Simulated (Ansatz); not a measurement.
Zn under changes of volume

One of the cells (15.330 Å³/atom); the others are scaled copies at fixed shape and fractional positions:

```
Zn
1.0
     2.67000    0.00000    0.00000
    -1.33500    2.31229    0.00000
     0.00000    0.00000    4.96600
Zn
2
Direct
  0.66667 0.33333 0.75000
  0.33333 0.66667 0.25000
```

| Property | Result |
| --- | --- |
| Program | Ansatz 0.2.0 |
| Functional | LDA |
| Potentials or basis | Ansatz PAW |
| Cutoff | 420 eV (not typed: the program's choice for these potentials) |
| k mesh | 11 × 11 × 6 |
| Occupations | fermi-dirac, width 0.05 eV |
| Spin | no spin polarisation |

```tsv
volume (Å³/atom)	energy over the lowest point (meV/atom)	pressure (GPa)
14.410	0.00	-5.1
14.716	11.19	-6.6
15.023	25.13	-7.9
15.330	41.43	-9.1
15.636	?	?
15.943	79.86	-10.9
16.249	101.46	-11.6
```

Question: What does the run at 15.636 Å³/atom give?

Answer: Energy over the lowest point 59.76 meV/atom; pressure -10.1 GPa.

Worked out: A Birch-Murnaghan fit of order 3 (a polynomial in V^(-2/3)) to the other rows has no minimum within the range. It gives 59.73 meV/atom at 15.636 Å³/atom, against the run's 59.76, and -dE/dV = -10.1 GPa, against -10.1.

Energies are extrapolated to zero smearing.

Caveats: the PAW data sets come from PBE, with cores solved anew for the run's functional, which leaves a small shift of forces and pressure.
